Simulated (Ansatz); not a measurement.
Crystal: AlPt.

```
CELL_PARAMETERS angstrom
3.09155 0.00000 0.00000
0.00000 3.09155 0.00000
0.00000 0.00000 3.09155
ATOMIC_POSITIONS crystal
Pt 0.50000 0.50000 0.50000
Al 0.00000 0.00000 0.00000
```

Measurements of this composition are mostly on another form, of space group No. 198.

Program: Ansatz 0.2.0. Alike in all runs: task single point; potentials or basis Ansatz PAW; no spin polarisation; cell as given; k mesh 5 × 5 × 5; smearing fermi-dirac 0.05 eV; the mesh is coarse, so values aren't converged.

Problem. Order these runs on this cell by their pressure, lowest first.
A. level B3LYP; cutoff (eV) 420
B. level PBE0; cutoff (eV) 420
C. level r2SCAN50; cutoff (eV) 500
D. level r2SCAN0; cutoff (eV) 500

Solution. C (-9.5 GPa), D (-7.0 GPa), B (-4.1 GPa), A (2.5 GPa).

Caveats: all runs use coarse meshes; the PAW data sets come from PBE, with cores solved anew for the run's functional, which leaves a small shift of forces and pressure; the thresholds are loose for stress.
